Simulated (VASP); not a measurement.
# AlN (P6_3mc) in VASP: further runs

Runs on AlN. Level: PBE. Tasks: G0W0 quasiparticle levels.

Program: VASP 6.6.1. These are calculated values, not measurements. Logs are shortened: lines on timing, memory, paths and dates and some standing lists are left out, and cuts for length are marked.

## 1. Starting point

It takes space group P6_3mc (No. 186, hexagonal). The conventional cell has a = 3.113 Å, b = 3.113 Å, c = 4.981 Å, α = 90.00°, β = 90.00°, γ = 120.00°. Around Al (site symmetry 3m) lie 4 N at 1.89 Å. N (site symmetry 3m) has 4 Al at 1.89 Å as nearest neighbours.

## 2. G0W0 quasiparticle levels, PBE

Contents of POSCAR:

```
AlN
1.0
    3.1130000000      0.0000000000      0.0000000000
   -1.5565000000      2.6959370820      0.0000000000
    0.0000000000      0.0000000000      4.9810000000
Al N
2 2
Direct
    0.6666666667      0.3333333333      0.5000000000
    0.3333333333      0.6666666667      0.0000000000
    0.6666666667      0.3333333333      0.8800000000
    0.3333333333      0.6666666667      0.3800000000
```

Contents of INCAR.step1:

```
ALGO = Fast
EDIFF = 1E-8
ENCUT = 450
GGA = PE
ISMEAR = 0
LASPH = T
LCHARG = F
LREAL = F
LWAVE = T
NELM = 60
PREC = Accurate
SIGMA = 0.01
```

Contents of INCAR.step2:

```
ALGO = Exact
EDIFF = 1E-8
ENCUT = 450
GGA = PE
ISMEAR = 0
ISTART = 1
LASPH = T
LCHARG = F
LOPTICS = T
LREAL = F
LWAVE = T
NBANDS = 58
NELM = 1
PREC = Accurate
SIGMA = 0.01
```

Contents of INCAR.step3:

```
ALGO = EVGW0
EDIFF = 1E-8
ENCUT = 450
ENCUTGW = 50
GGA = PE
ISMEAR = 0
ISTART = 1
LASPH = T
LCHARG = F
LREAL = F
LWAVE = F
NBANDS = 58
NBANDSGW = 16
NELMGW = 1
NOMEGA = 48
PREC = Accurate
PRECFOCK = Fast
SIGMA = 0.01
```

Contents of KPOINTS:

```
k-points
0
Gamma
  4 4 3
```

Potentials or basis: VASP PAW PBE potentials, release 64 (Al_GW, N_GW).

On the command line:

```bash
$ cat potpaw_PBE.64/Al_GW/POTCAR potpaw_PBE.64/N_GW/POTCAR > POTCAR
$ cp INCAR.step1 INCAR
$ mpirun -np 1 vasp_std > vasp.out
$ cp INCAR.step2 INCAR
$ mpirun -np 1 vasp_std > vasp.out
$ cp INCAR.step3 INCAR
$ mpirun -np 1 vasp_std > vasp.out
```

OUTCAR:

```text
EDIFF = 1E-8
   ENCUT = 450
   ENCUTGW = 50
   GGA = PE
   ISMEAR = 0
   ISTART = 1
   LASPH = T
   LREAL = F
   NELMGW = 1
   PREC = Accurate
   PRECFOCK = Fast

 Found      8 irreducible k-points:

 Following reciprocal coordinates:
            Coordinates               Weight
  0.000000  0.000000  0.000000      1.000000
  0.250000 -0.000000  0.000000      6.000000
  0.500000 -0.000000  0.000000      3.000000
  0.250000  0.250000  0.000000      6.000000
  0.000000  0.000000  0.333333      2.000000
  0.250000 -0.000000  0.333333     12.000000
   k-points           NKPTS =      8   k-points in BZ     NKDIM =     48   number of bands    NBANDS=     58
   number of dos      NEDOS =    301   number of ions     NIONS =      4
   total plane-waves  NPLWV =  20736
   dimension x,y,z NGX =    24 NGY =   24 NGZ =   36
   dimension x,y,z NGXF=    48 NGYF=   48 NGZF=   72
   ions per type =               2   2
   NGX,Y,Z   is equivalent  to a cutoff of  12.82, 12.82, 12.02 a.u.
   NGXF,Y,Z  is equivalent  to a cutoff of  25.63, 25.63, 24.03 a.u.
 SYSTEM =  unknown system
   PREC   = accura    normal or accurate (medium, high low for compatibility)
   ISTART =      1    job   : 0-new  1-cont  2-samecut
   ICHARG =      0    charge: 1-file 2-atom 10-const
   ISPIN  =      1    spin polarized calculation?
   LNONCOLLINEAR =      F non collinear calculations
   LSORBIT =      F    spin-orbit coupling
   LASPH  =      T    aspherical Exc in radial PAW
   ENCUT  =  450.0 eV  33.07 Ry    5.75 a.u.   5.38  5.38  8.62*2*pi/ulx,y,z
   NELM   =     60;   NELMIN=  2; NELMDL=  0     # of ELM steps
   EDIFF  = 0.1E-07   stopping-criterion for ELM
   LREAL  =      F    real-space projection
   EDIFFG = 0.1E-06   stopping-criterion for IOM
   NSW    =      0    number of steps for IOM
   IBRION =     -1    ionic relax: 0-MD 1-quasi-New 2-CG
   NFREE  =      0    steps in history (QN), initial steepest desc. (CG)
   ISIF   =      0    stress and relaxation
   ISYM   =      3    0-nonsym 1-usesym 2-fastsym
   POTIM  = 0.5000    time-step for ionic-motion
   TEBEG  =    0.0;   TEEND  =   0.0 temperature during run
   PSTRESS=    0.0 pullay stress
   NELECT =      16.0000    total number of electrons
   NUPDOWN=      -1.0000    fix difference up-down
   EMIN   =  10.00;   EMAX   =-10.00  energy-range for DOS
   EFERMI =   0.00;   METHOD = LEGACY
   ISMEAR =     0;   SIGMA  =   0.01  broadening in eV -4-tet -1-fermi 0-gaus
   EFERMI_NEDOS =   21; number of points for ismear=-14 and -15
   IALGO  =     38    algorithm
   IMIX   =      4    mixing-type and parameters
     AMIX     =   0.40;   BMIX     =  1.00
     AMIX_MAG =   1.60;   BMIX_MAG =  1.00
  volume/ion in A,a.u.               =      10.45        70.52
  Fermi-wavevector in a.u.,A,eV,Ry     =   1.188629  2.246183 19.222843  1.412839
  Thomas-Fermi vector in A             =   2.324754
   LORBIT       =      0    0 simple, 1 ext, 2 COOP (PROOUT), +10 PAW based schemes
   GGA     = PE    functional components
   LHFCALC =     T    Hartree Fock is set to
   PRECFOCK=fast      Normal, Fast or Accurate (Low or Medium for compatibility)
   ENCUT4O =  -1.0   cutoff for four orbital integrals eV
   NKREDX  =     1    reduce k-point grid by
   NKREDY  =     1    reduce k-point grid by
   NKREDZ  =     1    reduce k-point grid by
   AEXX    =    1.0000 exact exchange contribution
   HFSCREEN=    0.0000 screening length (either q_TF or 0.3 A-1)
   HFSCREENC=   0.0000 screening length for correlation (either q_TF or 0.3 A-1)
   ENCUTFOCK=  -1.0 apply spherical cutoff to Coloumb kernel
   IVDW    =     0    specifies the selected vdW correction
   LEPSILON=     F    determine dielectric tensor
   LRPA    =     F    only Hartree local field effects (RPA)
   LRPAFORCE           =     F    calculate RPA forces
   ENCUTGW             =  50.0    cutoff for response function in eV
   ENCUTGWSOFT         =  40.0    soft cutoff for Coulomb kernel in GW response function in eV
   ENCUTLF             =  -1.0    cutoff for local field effects
   NELMGW              =     1    number of iterations in solving QP/BSE equation
   NELMHF              =     1    number of iterations in the inner HF iteration
   NKREDLFX            =     1    NKREDLFY  =   1   NKREDLFZ  =   1
 non-spin polarized calculation
 Gauss-broadening in eV      SIGMA  =   0.01
  energy-cutoff  :      450.00
  volume of cell :       41.80
 maximum number of plane-waves:       929
 NGX is ok and might be reduce to    24
  NGX = 12; NGY = 12; NGZ = 20
   NGX = 11   NGY = 11   NGZ = 17
 maximum number of plane-waves:        38
 NGX is ok and might be reduce to    10

 QP shifts <psi_nk| G(iteration)W_0 |psi_nk>: iteration 1
 for sc-GW calculations column KS-energies equals QP-energies in previous step
 and V_xc(KS)=  KS-energies - (<T + V_ion + V_H > + <T+V_H+V_ion>^1  + <V_x>^1)

 k-point   1 :       0.0000    0.0000    0.0000
  band No.  KS-energies  QP-energies   sigma(KS)   V_xc(KS)     V^pw_x(r,r')   Z            occupation Imag(sigma)

      1     -10.0517     -11.3873     -16.6306     -14.7936     -24.7724       0.7270       2.0000       1.2502
      2      -7.9009      -9.1056     -18.0221     -16.3506     -25.8675       0.7207       2.0000       0.9081
      3      -0.8686      -1.8437     -13.9808     -12.6478     -18.5133       0.7315       2.0000       0.2238
      4       4.2844       3.8624     -16.8404     -16.3012     -20.6613       0.7827       2.0000       0.1002
      5       4.2844       3.8624     -16.8404     -16.3012     -20.6613       0.7827       2.0000       0.1002
      6       4.9402       4.6417     -17.1481     -16.7688     -20.8670       0.7870       2.0000       0.0934
[... 8 lines left out ...]
     15      18.2584      19.5991      -8.8165     -10.4987      -4.0010       0.7970       0.0000      -0.1614
     16      18.2584      19.5991      -8.8165     -10.4987      -4.0010       0.7970       0.0000      -0.1614

 k-point   2 :       0.2500   -0.0000    0.0000
  band No.  KS-energies  QP-energies   sigma(KS)   V_xc(KS)     V^pw_x(r,r')   Z            occupation Imag(sigma)

      1      -9.3043     -10.5806     -16.9665     -15.2090     -25.0038       0.7262       2.0000       1.1314
      2      -7.5335      -8.7143     -18.2982     -16.6510     -26.0867       0.7169       2.0000       0.8440
      3       0.0452      -0.8823     -14.2873     -13.0408     -18.5734       0.7441       2.0000       0.1820
      4       1.6879       0.8842     -15.1626     -14.1113     -19.1139       0.7645       2.0000       0.1360
      5       2.6846       2.0241     -15.8882     -15.0359     -19.6831       0.7749       2.0000       0.1170
      6       3.5764       3.0170     -16.3486     -15.6299     -20.2106       0.7784       2.0000       0.1082
[... 8 lines left out ...]
     15      17.2389      18.7351      -9.9875     -11.8950      -5.2159       0.7844       0.0000      -0.1550
     16      18.4032      19.6801      -9.1176     -10.7356      -4.1480       0.7891       0.0000      -0.2034

 k-point   3 :       0.5000   -0.0000    0.0000
  band No.  KS-energies  QP-energies   sigma(KS)   V_xc(KS)     V^pw_x(r,r')   Z            occupation Imag(sigma)

      1      -8.0883      -9.2973     -17.8726     -16.1989     -25.7436       0.7224       2.0000       0.9344
      2      -7.3925      -8.5675     -18.3434     -16.7088     -26.0999       0.7188       2.0000       0.8194
      3      -0.3106      -1.2907     -14.3164     -12.9940     -18.6817       0.7412       2.0000       0.1935
      4       0.9789       0.1168     -15.0820     -13.9404     -19.2462       0.7553       2.0000       0.1539
      5       1.7794       1.0094     -15.2249     -14.2170     -19.2476       0.7639       2.0000       0.1371
      6       3.0535       2.4054     -16.0919     -15.2547     -20.0245       0.7741       2.0000       0.1149
[... 8 lines left out ...]
     15      17.9676      19.4429     -10.4531     -12.3482      -5.6068       0.7785       0.0000      -0.1818
     16      20.2799      21.4194      -8.6221     -10.1070      -3.0588       0.7674       0.0000      -0.2929

 k-point   4 :       0.2500    0.2500    0.0000
  band No.  KS-energies  QP-energies   sigma(KS)   V_xc(KS)     V^pw_x(r,r')   Z            occupation Imag(sigma)

      1      -8.1838      -9.3890     -17.7196     -16.0418     -25.5922       0.7184       2.0000       0.9429
      2      -7.3111      -8.4835     -18.4959     -16.8668     -26.2559       0.7197       2.0000       0.8081
      3       0.5322      -0.4178     -14.6087     -13.3497     -18.7304       0.7546       2.0000       0.1613
      4       1.0567       0.2131     -14.9184     -13.8038     -19.0480       0.7569       2.0000       0.1524
      5       1.5914       0.7920     -14.9666     -13.9195     -18.9508       0.7634       2.0000       0.1395
      6       2.2865       1.5750     -15.5224     -14.5979     -19.4158       0.7696       2.0000       0.1254
[... 8 lines left out ...]
     15      17.3157      18.8694     -10.3109     -12.2911      -5.5497       0.7846       0.0000      -0.1609
     16      19.7666      21.1181      -9.7587     -11.5002      -4.3477       0.7760       0.0000      -0.2992

 k-point   5 :       0.0000    0.0000    0.3333
  band No.  KS-energies  QP-energies   sigma(KS)   V_xc(KS)     V^pw_x(r,r')   Z            occupation Imag(sigma)

      1      -9.6366     -10.9433     -16.8022     -15.0034     -24.8780       0.7264       2.0000       1.1863
      2      -8.6034      -9.8454     -17.3949     -15.6805     -25.3203       0.7244       2.0000       1.0214
      3       0.4767      -0.4112     -14.8141     -13.6286     -19.0539       0.7489       2.0000       0.1681
      4       3.2313       2.6658     -15.9981     -15.2719     -19.6412       0.7788       2.0000       0.1090
      5       4.4415       4.0478     -16.9123     -16.4102     -20.7104       0.7842       2.0000       0.0984
      6       4.4415       4.0478     -16.9123     -16.4102     -20.7104       0.7842       2.0000       0.0984
[... 8 lines left out ...]
     15      17.1524      18.3557      -8.5609     -10.0608      -3.9099       0.8023       0.0000      -0.1369
     16      17.1524      18.3557      -8.5609     -10.0608      -3.9099       0.8023       0.0000      -0.1369

 k-point   6 :       0.2500   -0.0000    0.3333
  band No.  KS-energies  QP-energies   sigma(KS)   V_xc(KS)     V^pw_x(r,r')   Z            occupation Imag(sigma)

      1      -8.9399     -10.1907     -17.1641     -15.4332     -25.1425       0.7226       2.0000       1.0708
      2      -8.0738      -9.2813     -17.7741     -16.0985     -25.6254       0.7206       2.0000       0.9286
      3       0.5772      -0.3007     -14.8884     -13.7205     -19.1077       0.7516       2.0000       0.1641
      4       1.6876       0.9103     -15.4544     -14.4380     -19.4158       0.7647       2.0000       0.1360
      5       2.7396       2.0654     -15.6102     -14.7396     -19.4405       0.7744       2.0000       0.1183
      6       3.8308       3.3167     -16.4775     -15.8187     -20.3042       0.7804       2.0000       0.1051
[... 8 lines left out ...]
     15      17.4708      18.7118      -8.8875     -10.4448      -4.1305       0.7969       0.0000      -0.1588
     16      18.3466      19.6767      -9.2791     -10.9654      -4.3008       0.7888       0.0000      -0.2024

 [... further k-points ...]
```

It took 61 s on 1 thread of Intel Xeon Platinum 8259CL at 2.50GHz (Skylake/Cascade Lake), shared host; peak memory 0.32 GiB.

The run converged, but some of its settings lie outside the range that counts as converged, so its numbers aren't taken as properties of the crystal.

Results:

```
Band gap on the k mesh, mean-field level : 4.21 eV, direct
Quasiparticle gap                        : 5.30 eV
Least direct quasiparticle gap           : 5.30 eV
```

Caveat: the k mesh is coarse (spacing up to 0.58 Å⁻¹), so the values aren't converged; bands, screening cutoff and mesh are small and nothing is extrapolated, so the quasiparticle values aren't converged.

[end of part 1 of 3]
